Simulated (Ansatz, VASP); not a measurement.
# One calculation of InPd, two programs

INCAR

```
SYSTEM = InPd
  ALGO = Normal
  EDIFF = 1E-6
  ENCUT = 520
  GGA = PE
  ISIF = 2
  ISMEAR = 0
  LASPH = .TRUE.
  LCHARG = .FALSE.
  LREAL = .FALSE.
  LWAVE = .FALSE.
  NBANDS = 18
  NELM = 100
  PREC = Accurate
  SIGMA = 0.05
```

File KPOINTS:

```
k-points
0
G
  12 12 12
  0 0 0
```

POSCAR

```
InPd
1.0
    3.2718847800      0.0000000000      0.0000000000
    0.0000000000      3.2718847800      0.0000000000
    0.0000000000      0.0000000000      3.2718847800
In Pd
1 1
Direct
    0.0000000000      0.0000000000      0.0000000000
    0.5000000000      0.5000000000      0.5000000000
```

Input for Ansatz:

```yaml
crystal:
  lattice:
    - [3.27188478, 0.0, 0.0]
    - [0.0, 3.27188478, 0.0]
    - [0.0, 0.0, 3.27188478]
  atoms:
    - { symbol: In, position: [0.0, 0.0, 0.0] }
    - { symbol: Pd, position: [0.5, 0.5, 0.5] }
basis:
  ecutwfc: 420
kpoints:
  mp_grid: { grid: [12, 12, 12] }
hamiltonian:
  xc: pbe
scf:
  occupations: { method: gaussian, width: 0.05 }
output:
  forces: true
  eigenvalues: true
  eigenstates:
    nscf_kmesh: { grid: [34, 34, 34] }
    top_band: c6
    de_dk: true
    localisation: true
  stress: true
checkpoint:
  write: ck
  compress: false
  write_wavefunctions: false
  write_every: 100000
```

The cell comes from a database or a generator and needn't be the stable form of this composition.

Alike in both runs: task single point; functional PBE; k mesh 12 × 12 × 12; occupations gaussian, width 0.05 eV; no spin polarisation.

```csv
,VASP,Ansatz
version,VASP 6.6.1,Ansatz 0.2.0
potentials or method,"VASP PAW PBE potentials, release 64 (In_d, Pd)","scalar-relativistic, plane waves, PAW"
plane-wave cutoff (eV),520,420
valence electrons in the cell,23,31
```

```tsv
	VASP	Ansatz	Ansatz less VASP
pressure (GPa)	3.7	3.7	-0.03
```

With one functional, cell and mesh, what is left measures potentials, basis and numerics. The two sets of potentials don't hold the same shells in valence.
